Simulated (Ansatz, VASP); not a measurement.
# BP: VASP beside Ansatz

```
B P
1.0
     0.00000    2.15980    2.15980
     2.15980    0.00000    2.15980
     2.15980    2.15980    0.00000
B P
1 1
Direct
  0.00000 0.00000 0.00000
  0.50000 0.50000 0.50000
```

Alike in both runs: task single point; functional PBE; k mesh 16 × 16 × 16; occupations fermi-dirac, width 0.05 eV; no spin polarisation.

```csv
,VASP,Ansatz
version,VASP 6.6.1,Ansatz 0.2.0
potentials or method,"VASP PAW PBE potentials, release 64 (B, P), cutoff 520 eV","all-electron LAPW, scalar-relativistic"
```

```csv
,VASP,Ansatz,Ansatz less VASP
pressure (GPa),-0.2,0.2,+0.41
```

Ansatz ran all-electron here, so the differences hold the error of VASP's frozen core and of both bases.
